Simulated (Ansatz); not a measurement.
# Computed properties of NaH (rocksalt)

Measured values to be reproduced:
- lattice constant a: 4.8826 ± 0.0001 Å (cubic cell parameter a; 300 K; synchrotron powder X-ray diffraction, whole-pattern refinement; powder; NaH phase in a ball-milled two-phase NaH-NaOH mixture (44 wt% NaH); room temperature; “Revisiting the Hydrogen Storage Behavior of the Na-O-H System”, 2015, pmc:5455565)

The calculated numbers come from Ansatz. The values are computed, spin-unpolarised.

Structure: NaH built on the rocksalt prototype, at its r2SCAN minimum. Space group Fm-3m (No. 225), cubic; a = 4.795 Å in the conventional setting, 13.78 Å³ an atom. Na has 6 H at 2.40 Å; H has 6 Na at 2.40 Å.

```cif
data_structure
_symmetry_space_group_name_H-M 'Fm-3m'
_symmetry_Int_Tables_number 225
_cell_length_a 4.7950
_cell_length_b 4.7950
_cell_length_c 4.7950
_cell_angle_alpha 90.000
_cell_angle_beta 90.000
_cell_angle_gamma 90.000
_cell_volume 110.25
loop_
_atom_site_label
_atom_site_type_symbol
_atom_site_symmetry_multiplicity
_atom_site_Wyckoff_symbol
_atom_site_fract_x
_atom_site_fract_y
_atom_site_fract_z
_atom_site_occupancy
Na1 Na 4 a 0.00000 0.00000 0.00000 1
H1 H 4 b 0.50000 0.00000 0.00000 1
```

Relaxed lattice by functional, symmetry kept:
```csv
functional,k mesh,a (Å),volume (Å³/atom)
PBE,10×10×10,4.832,14.11
r2SCAN,8×8×8,4.795,13.78
```

On this one geometry the levels give:
```csv
level,k mesh,gap (eV),kind,edges,least direct gap (eV),rough cost
PBE,10×10×10,3.80,indirect,W → L,4.67,2.1 core-seconds
r2SCAN,10×10×10,4.40,indirect,W → L,5.26,5 core-seconds
HSE06,6×6×6,4.85,indirect,W → L,5.81,40 core-seconds
PBE0,6×6×6,5.58,indirect,W → L,6.55,40 core-seconds
"G0W0@PBE (82 empty bands, 120 eV, 6×6×6)",6×6×6,5.97,–,W–X (0.33) → L (mesh),–,50 core-seconds
```
PBE: smearing of 0.02 eV; the others have fixed occupations.
Wave cutoffs: 420 eV, 500 eV (r2SCAN).
The G0W0 gap is PBE's gap over the path plus the quasiparticle shift read on the mesh. G0W0 here is at a finite number of bands, screening cutoff and k mesh, not at the basis limit.
Costs come from shared machines and give only the order; PBE's includes the band path. The runs had 2 threads of Arm Neoverse N1 (shared host).

With HSE06 the valence top lies at W and the conduction bottom at L, 4.85 eV higher; the smallest vertical gap, at L, is 5.81 eV.

Set against the finite-basis gap of 5.97 eV from G0W0@PBE (82 empty bands, 120 eV, 6×6×6), PBE's least gap plus the shift on the mesh, where the gap is 6.01 eV, the closest functional is PBE0, which differs by -0.39 eV. The others: HSE06 -1.12, r2SCAN -1.57, PBE -2.17 eV. The yardstick's own error is a tenth of an eV or more. r2SCAN covers 57 % of the step from PBE to HSE06. Among these functionals the gap stays indirect.

r2SCAN (ground state on 8×8×8): The clamped-ion dielectric constant comes out as 2.88 in all directions. Born charges, averaged over directions: Na +0.95, H -0.95 e.

Comparison with experiment:
- Lattice constant a, measured 4.8826 Å: PBE 4.832 (-1.0 %), r2SCAN 4.795 (-1.8 %).
The calculated lattice is static; the measured one holds thermal expansion and zero-point motion. Reports marked as nanostructured, strained, doped, implanted or mixed samples were set aside.

The meshes of the hybrids are coarse, so their gaps aren't converged to the digits shown.
